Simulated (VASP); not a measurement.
# AgCl in VASP: notebook, part 2 of 3

VASP 6.6.1.

## (3) Electric field gradients, PBEsol

This run uses another cell than the first one, of 21.33 Å³/atom, 0.943 times its volume.

The input, INCAR:

```
PREC     = Accurate       # precision mode
ENCUT    = 520            # plane-wave cutoff, eV
EDIFF    = 1E-8           # SCF threshold, eV
ISMEAR   = -1             # smearing method
SIGMA    = 0.01           # smearing width, eV
LREAL    = F              # projectors in reciprocal space
LASPH    = T              # aspherical terms in the spheres
NELM     = 80             # most SCF steps
ALGO     = Normal         # electronic algorithm
ISIF     = 2              # what is computed and relaxed
LWAVE    = F              # write WAVECAR
LCHARG   = F              # write CHGCAR
GGA      = PS             # functional
LEFG     = T            
NBANDS   = 16             # bands
```

The input, KPOINTS:

```
regular mesh
0
Gamma
  9 9 9
```

The input, POSCAR:

```
AgCl
1.0
    0.0000000000      2.7731500000      2.7731500000
    2.7731500000      0.0000000000      2.7731500000
    2.7731500000      2.7731500000      0.0000000000
Ag Cl
1 1
Direct
    0.5000000000      0.5000000000      0.5000000000
    0.0000000000      0.0000000000      0.0000000000
```

Potentials or basis: VASP PAW PBE potentials, release 64 (Ag, Cl).

The run is started by

```console
$ cat potpaw_PBE.64/Ag/POTCAR potpaw_PBE.64/Cl/POTCAR > POTCAR
$ mpirun -np 1 vasp_std > vasp.out
```

OUTCAR:

```text
PREC = Accurate
   ENCUT = 520
   EDIFF = 1E-8
   ISMEAR = -1
   LREAL = F
   LASPH = T
   NELM = 80
   ISIF = 2
   GGA = PS

 ion  position               nearest neighbor table
   1  0.500  0.500  0.500-   2 2.77   2 2.77   2 2.77   2 2.77   2 2.77   2 2.77
   2  0.000  0.000  0.000-   1 2.77   1 2.77   1 2.77   1 2.77   1 2.77   1 2.77

  LATTYP: Found a face centered cubic cell.
 ALAT       =     5.5463000000

  Lattice vectors:

 A1 = (   0.0000000000,   2.7731500000,   2.7731500000)
 A2 = (   2.7731500000,   0.0000000000,   2.7731500000)
 A3 = (   2.7731500000,   2.7731500000,   0.0000000000)

Analysis of symmetry for initial positions (statically):
=====================================================================
 Subroutine PRICEL returns:
 Original cell was already a primitive cell.

 Routine SETGRP: Setting up the symmetry group for a
 face centered cubic supercell.

 Subroutine GETGRP returns: Found 48 space group operations
 (whereof 48 operations were pure point group operations)
 out of a pool of 48 trial point group operations.

The static configuration has the point symmetry O_h .

Analysis of symmetry for dynamics (positions and initial velocities):
=====================================================================
 Subroutine PRICEL returns:
 Original cell was already a primitive cell.

 Routine SETGRP: Setting up the symmetry group for a
 face centered cubic supercell.

 Subroutine GETGRP returns: Found 48 space group operations
 (whereof 48 operations were pure point group operations)
 out of a pool of 48 trial point group operations.

The dynamic configuration has the point symmetry O_h .

 Subroutine INISYM returns: Found 48 space group operations
 (whereof 48 operations are pure point group operations),
 and found     1 'primitive' translations

----------------------------------------------------------------------------------------

                                     Primitive cell

  volume of cell :      42.6530

  direct lattice vectors                    reciprocal lattice vectors
     0.000000000  2.773150000  2.773150000    -0.180300380  0.180300380  0.180300380
     2.773150000  0.000000000  2.773150000     0.180300380 -0.180300380  0.180300380
     2.773150000  2.773150000  0.000000000     0.180300380  0.180300380 -0.180300380

  length of vectors
     3.921826340  3.921826340  3.921826340     0.312289420  0.312289420  0.312289420

  position of ions in fractional coordinates (direct lattice)
     0.500000000  0.500000000  0.500000000
     0.000000000  0.000000000  0.000000000

  ion indices of the primitive-cell ions
   primitive index   ion index
                 1           1
                 2           2

----------------------------------------------------------------------------------------

 KPOINTS: regular mesh

Automatic generation of k-mesh.
 Grid dimensions read from file:
 generate k-points for:    9    9    9

 Generating k-lattice:

  Cartesian coordinates                     Fractional coordinates (reciprocal lattice)
[... 64 lines left out ...]
   IBRION =     -1    ionic relax: 0-MD 1-quasi-New 2-CG
   NFREE  =      0    steps in history (QN), initial steepest desc. (CG)
   ISIF   =      2    stress and relaxation
   ISYM   =      2    0-nonsym 1-usesym 2-fastsym
   POTIM  = 0.5000    time-step for ionic-motion
   TEBEG  =    0.0;   TEEND  =   0.0 temperature during run
   PSTRESS=    0.0 pullay stress
   NELECT =      18.0000    total number of electrons
   NUPDOWN=      -1.0000    fix difference up-down
   EMIN   =  10.00;   EMAX   =-10.00  energy-range for DOS
   EFERMI =   0.00;   METHOD = LEGACY
   ISMEAR =    -1;   SIGMA  =   0.01  broadening in eV -4-tet -1-fermi 0-gaus
   EFERMI_NEDOS =   21; number of points for ismear=-14 and -15
   IALGO  =     38    algorithm
   IMIX   =      4    mixing-type and parameters
     AMIX     =   0.40;   BMIX     =  1.00
     AMIX_MAG =   1.60;   BMIX_MAG =  1.00
  volume/ion in A,a.u.               =      21.33       143.92
  Fermi-wavevector in a.u.,A,eV,Ry     =   1.227955  2.320498 20.515850  1.507872
  Thomas-Fermi vector in A             =   2.362898
   LORBIT       =      0    0 simple, 1 ext, 2 COOP (PROOUT), +10 PAW based schemes
   GGA     = PS    functional components
   LHFCALC =     F    Hartree Fock is set to
   AEXX    =    0.0000 exact exchange contribution
   IVDW    =     0    specifies the selected vdW correction
   LEPSILON=     F    determine dielectric tensor
   LRPA    =     F    only Hartree local field effects (RPA)
 non-spin polarized calculation
  energy-cutoff  :      520.00
  volume of cell :       42.65
 maximum number of plane-waves:      1161
 NGX is ok and might be reduce to    30
   NGX = 15   NGY = 15   NGZ = 15

 number of electron      18.0000005 magnetization

 Free energy of the ion-electron system (eV)
  ---------------------------------------------------
  ext. energy  EPLUGINS =         0.00000000
  ---------------------------------------------------
  free energy    TOTEN  =        -6.04130414 eV

  energy without entropy =       -6.04130414  energy(sigma->0) =       -6.04130414

 E-fermi :   3.9277     XC(G=0): -10.2156

 val. band max:        3.6665330071   @ k =   0.4444   0.0000   0.0000
 cond. band min:       4.4431255741   @ k =   0.0000   0.0000   0.0000
 fundamental gap:      0.7765925670
 Fermi energy:         3.9277287313

 k-point     1 :       0.0000    0.0000    0.0000
  band No.  band energies     occupation
      1     -11.4297      2.00000
      2       1.2383      2.00000
      3       1.2383      2.00000
      4       1.2383      2.00000
      5       1.2776      2.00000
      6       1.2776      2.00000
[... 433 lines left out ...]
      3       0.6152      2.00000
      4       0.6152      2.00000
      5       0.9093      2.00000
      6       1.4652      2.00000
[... 8 lines left out ...]
     15      19.0862      0.00000
     16      19.0863      0.00000

 [... further k-points ...]
[... 5 lines left out ...]
  --------------------------------------------------------------------------------------
  -------------------------------------------------------------------------------------
  Total       -0.7293616     -0.7293616     -0.7293616      0.0000000      0.0000000      0.0000000
  in kB      -27.3970229    -27.3970229    -27.3970229      0.0000000      0.0000000      0.0000000
  external PRESSURE =     -27.3970229 kB  Pullay stress =       0.0000000 kB

 VOLUME and BASIS-vectors are now :
 -----------------------------------------------------------------------------
  energy-cutoff  :      520.00
  volume of cell :       42.65
      direct lattice vectors                 reciprocal lattice vectors
     0.000000000  2.773150000  2.773150000    -0.180300380  0.180300380  0.180300380
     2.773150000  0.000000000  2.773150000     0.180300380 -0.180300380  0.180300380
     2.773150000  2.773150000  0.000000000     0.180300380  0.180300380 -0.180300380

 POSITION                                       TOTAL-FORCE (eV/Angst)
 -----------------------------------------------------------------------------------
      2.77315      2.77315      2.77315         0.000000      0.000000     -0.000000
      0.00000      0.00000      0.00000         0.000000      0.000000      0.000000
 -----------------------------------------------------------------------------------
    total drift:                                0.000000      0.000000      0.000000

  FREE ENERGIE OF THE ION-ELECTRON SYSTEM (eV)
  ---------------------------------------------------
  free  energy   TOTEN  =        -6.0413041354 eV

  energy  without entropy=       -6.0413041354  energy(sigma->0) =       -6.04130414

 Electric field gradients (V/A^2)
---------------------------------------------------------------------
 ion       V_xx      V_yy      V_zz      V_xy      V_xz      V_yz
---------------------------------------------------------------------
   1      -0.000    -0.000    -0.000    -0.000    -0.000    -0.000
   2      -0.000     0.000    -0.000    -0.000    -0.000    -0.000
---------------------------------------------------------------------

 Electric field gradients after diagonalization (V/A^2)
 (convention: |V_zz| > |V_xx| > |V_yy|)
----------------------------------------------------------------------
 ion       V_xx      V_yy      V_zz     asymmetry (V_yy - V_xx)/ V_zz
----------------------------------------------------------------------
   1       0.000     0.000    -0.001       0.000
   2       0.000     0.000    -0.001       0.000
----------------------------------------------------------------------

           NMR quadrupolar parameters

 Cq : quadrupolar parameter    Cq=e*Q*V_zz/h
 eta: asymmetry parameters     (V_yy - V_xx)/ V_zz
 Q  : nuclear electric quadrupole moment in mb (millibarn)
----------------------------------------------------------------------
 ion       Cq(MHz)       eta       Q (mb)
----------------------------------------------------------------------
   1      -0.000       0.000       1.000
   2      -0.000       0.000       1.000
----------------------------------------------------------------------
```

It took 11 s on 1 thread of Intel Xeon 6975P-C (Granite Rapids), shared host; peak memory 0.17 GiB.

What came out:

```
Free energy            : -6.0413 eV
Pressure               : -2.7 GPa
Band gap on the k mesh : 0.78 eV, indirect (least direct gap 3.00 eV)
```

Levels at points of the mesh, in eV from the valence-band top:
```tsv
k point	band 6	band 7	band 8	band 9	band 10	band 11	band 12	band 13
(0.00, 0.00, 0.00)	-2.39	-2.29	-2.29	-2.29	0.78	10.79	10.79	10.79
```

Caveat: without QUAD_EFG the Cq values of the log hold for a quadrupole moment of 1 mb, not for the nuclei; the PAW data sets were made with another functional, which shifts forces and pressure a little.

## (4) Electric field gradients, PBEsol (zz strain of +1 %)

The input, INCAR:

```
  PREC = Accurate
  ENCUT = 520
  EDIFF = 1E-8
  ISMEAR = -1
  SIGMA = 0.01
  LREAL = F
  LASPH = T
  NELM = 100
  ALGO = Normal
  ISIF = 2
  LWAVE = F
  LCHARG = F
  GGA = PS
  LEFG = T
  NBANDS = 16
```

The input, KPOINTS:

```
Automatic mesh
0
Gamma
  9 9 9
```

The input, POSCAR:

```
AgCl
1.0
    0.0000000000      2.7731500000      2.8008815000
    2.7731500000      0.0000000000      2.8008815000
    2.7731500000      2.7731500000      0.0000000000
Ag Cl
1 1
Direct
    0.5000000000      0.5000000000      0.5000000000
    0.0000000000      0.0000000000      0.0000000000
```

Potentials or basis: VASP PAW PBE potentials, release 64 (Ag, Cl).

The run is started by

```console
$ cat potpaw_PBE.64/Ag/POTCAR potpaw_PBE.64/Cl/POTCAR > POTCAR
$ mpirun -np 1 vasp_std > vasp.out
```

OUTCAR:

```text
PREC = Accurate
   ENCUT = 520
   EDIFF = 1E-8
   ISMEAR = -1
   LREAL = F
   LASPH = T
   NELM = 100
   ISIF = 2
   GGA = PS

 ion  position               nearest neighbor table
   1  0.500  0.500  0.500-   2 2.77   2 2.77   2 2.77   2 2.77   2 2.80   2 2.80
   2  0.000  0.000  0.000-   1 2.77   1 2.77   1 2.77   1 2.77   1 2.80   1 2.80

  LATTYP: Found a body centered tetragonal cell.
 ALAT       =     3.9218263405
 C/A-ratio  =     1.4283556980

  Lattice vectors:
[... 669 lines left out ...]

  FREE ENERGIE OF THE ION-ELECTRON SYSTEM (eV)
  ---------------------------------------------------
  free  energy   TOTEN  =        -6.0335793403 eV

  energy  without entropy=       -6.0335793403  energy(sigma->0) =       -6.03357934

 Electric field gradients (V/A^2)
---------------------------------------------------------------------
 ion       V_xx      V_yy      V_zz      V_xy      V_xz      V_yz
---------------------------------------------------------------------
   1      -2.787    -2.787     5.573    -0.000     0.000     0.000
   2       2.475     2.475    -4.949    -0.000    -0.000    -0.000
---------------------------------------------------------------------

 Electric field gradients after diagonalization (V/A^2)
 (convention: |V_zz| > |V_xx| > |V_yy|)
----------------------------------------------------------------------
 ion       V_xx      V_yy      V_zz     asymmetry (V_yy - V_xx)/ V_zz
----------------------------------------------------------------------
   1      -2.787    -2.787     5.573       0.000
   2       2.475     2.474    -4.949       0.000
----------------------------------------------------------------------

           NMR quadrupolar parameters

 Cq : quadrupolar parameter    Cq=e*Q*V_zz/h
 eta: asymmetry parameters     (V_yy - V_xx)/ V_zz
 Q  : nuclear electric quadrupole moment in mb (millibarn)
----------------------------------------------------------------------
 ion       Cq(MHz)       eta       Q (mb)
----------------------------------------------------------------------
   1       0.013       0.000       1.000
   2      -0.012       0.000       1.000
----------------------------------------------------------------------
```

OSZICAR:

```text
N       E                     dE             d eps       ncg     rms          rms(c)
DAV:   1     0.893870331109E+02    0.89387E+02   -0.85472E+03  2400   0.101E+03
DAV:   2    -0.324467933963E+01   -0.92632E+02   -0.85488E+02  3008   0.214E+02
DAV:   3    -0.618465887820E+01   -0.29400E+01   -0.29316E+01  2944   0.389E+01
DAV:   4    -0.619917222928E+01   -0.14513E-01   -0.14512E-01  3112   0.315E+00
DAV:   5    -0.619932756494E+01   -0.15534E-03   -0.15533E-03  2944   0.324E-01    0.626E+00
DAV:   6    -0.603773339294E+01    0.16159E+00   -0.28352E-01  3104   0.703E+00    0.406E+00
DAV:   7    -0.603499977049E+01    0.27336E-02   -0.68373E-02  2832   0.172E+00    0.192E+00
DAV:   8    -0.603357654293E+01    0.14232E-02   -0.41844E-03  2976   0.654E-01    0.292E-01
DAV:   9    -0.603354577169E+01    0.30771E-04   -0.37029E-04  3024   0.266E-01    0.550E-02
DAV:  10    -0.603357785722E+01   -0.32086E-04   -0.58983E-05  3048   0.657E-02    0.118E-02
DAV:  11    -0.603357939325E+01   -0.15360E-05   -0.11487E-06  3152   0.805E-03    0.248E-03
DAV:  12    -0.603357931708E+01    0.76174E-07   -0.46702E-08  2992   0.150E-03    0.124E-03
DAV:  13    -0.603357933657E+01   -0.19491E-07   -0.79193E-09  2704   0.647E-04    0.132E-04
DAV:  14    -0.603357934035E+01   -0.37776E-08   -0.37563E-10  1552   0.268E-04
   1 F= -.60335793E+01 E0= -.60335793E+01  d E =-.258791E-12
```

Wall time 45 s (1 thread of Intel Xeon Platinum 8488C (Sapphire Rapids), shared host); peak memory 0.2 GiB.

Results:

```yaml
Free_energy: -6.0336 eV
Pressure: -3.1 GPa
Band_gap_on_the_k_mesh: 0.75 eV, indirect (least direct gap 2.97 eV)
```

Electric field gradients, principal values (V/Å²):
| atom | least | middle | greatest (by size) |
| --- | --- | --- | --- |
| 1 Ag | -2.787 | -2.787 | 5.573 |
| 2 Cl | 2.474 | 2.475 | -4.949 |

Caveat: the cell differs from its parent crystal (zz strain of +1 %); without QUAD_EFG the Cq values of the log hold for a quadrupole moment of 1 mb, not for the nuclei; the PAW data sets were made with another functional, which shifts forces and pressure a little. A k mesh can miss the band edges.

[end of part 2 of 3]
